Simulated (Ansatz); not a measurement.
**GaN under changes of volume**

One of the cells (11.444 Å³/atom); the others are scaled copies at fixed shape and fractional positions:

```xyz
2
Lattice="0.0000 2.2535 2.2535 2.2535 0.0000 2.2535 2.2535 2.2535 0.0000" Properties=species:S:1:pos:R:3 pbc="T T T"
Ga    0.0000    0.0000    0.0000
N     1.1268    1.1268    1.1268
```

The cell is a database's computed one.

| Item | Value |
| --- | --- |
| Program | Ansatz 0.2.0 |
| Functional | BLYP |
| Dispersion | D3(BJ) |
| Potentials or basis | Ansatz PAW |
| Cutoff | 420 eV (not typed: the program's choice for these potentials) |
| k mesh | 10 × 10 × 10 |
| Occupations | fermi-dirac, width 0.05 eV |
| Spin | no spin polarisation |

| volume (Å³/atom) | energy over the lowest point (meV/atom) | pressure (GPa) | gap on the mesh (eV) |
| --- | --- | --- | --- |
| 10.757 | 37.85 | 15.5 | 2.24 |
| 10.986 | ? | ? | ? |
| 11.215 | 7.05 | 6.3 | 1.96 |
| 11.444 | 0.91 | 2.4 | 1.82 |
| 11.673 | 0.00 | -1.1 | 1.69 |
| 11.902 | 3.91 | -4.3 | 1.56 |
| 12.131 | 12.10 | -7.1 | 1.43 |

What does the run at 10.986 Å³/atom give?

Energy over the lowest point 19.13 meV/atom; pressure 10.7 GPa; gap on the mesh 2.10 eV.

Worked out: A Birch-Murnaghan fit of order 3 (a polynomial in V^(-2/3)) to the other rows has its minimum at 11.60 Å³/atom with B0 = V·E''(V) = 175 GPa and B' = 4.4. It gives 19.16 meV/atom at 10.986 Å³/atom, against the run's 19.13, and -dE/dV = 10.7 GPa, against 10.7. A straight line through the other rows of the gap, of slope -6.73 eV per unit of ln V (its deformation potential), gives 2.10 eV, against the run's 2.10.

Energies are extrapolated to zero smearing.

Caveats: the PAW data sets come from PBE, with cores solved anew for the run's functional, which leaves a small shift of forces and pressure.

Spin-orbit coupling on Ga is left out.
